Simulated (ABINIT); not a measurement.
Runs of ABINIT 10.8.3 (patched build) on As. Symmetry: R-3m, No. 166, trigonal system. The conventional cell has a = 3.762 Å, b = 3.762 Å, c = 10.542 Å, α = 90.00°, β = 90.00°, γ = 120.00°. As (site symmetry 3m) has 3 As at 2.51 Å as nearest neighbours. 

```tsv
task	level	potentials or basis	cell	k mesh	cutoff (eV)	cell freedom (optcell)	cutoff smearing ecutsm (Ha)	optimiser (ionmov)	force stop (Ha/bohr)	fine-grid cutoff	mesh quality	gap on the mesh (eV)	pressure (GPa)	relaxed volume (Å³/atom)	largest force (eV/Å)
relaxation of cell and atoms	PBEsol	JTH PAW PBE v2.0	relaxed	9 × 9 × 9	408	2	0.5	2	0.0002	816.342 eV	not flagged	0.09	0.0	(a)	-
single point	PBEsol	PseudoDojo NC SR PBEsol v0.4.1 standard	as given	9 × 9 × 9	1143	-	-	-	-	-	not flagged	none	0.3	-	(b)
band structure	PBE	JTH PAW PBE v2.0	as given	9 × 9 × 9	408	-	-	-	-	816.342 eV	not flagged	none	3.8	-	0.45
relaxation of cell and atoms	r2SCAN	JTH PAW PBE v2.0	relaxed	5 × 5 × 5	490	2	0.5	2	0.0001	979.61 eV	coarse	-	-	22.10	-
```

Alike in all rows: no spin polarisation; smearing fermi-dirac 0.05 eV.

Problem. Fill in the values left out.

Solution. (a) 20.88; (b) 0.38.

Caveats: some runs use coarse meshes; the PAW data sets were made with another functional, which shifts forces and pressure a little (some runs); an odd mesh through Γ misses points on the zone boundary, where band edges often lie (some runs).

A k mesh can miss the band edges, and the runs leave out spin-orbit coupling on As.

A gap of «none» marks a metal or a gap under the smearing width.

Not every run made on this cell is shown here.
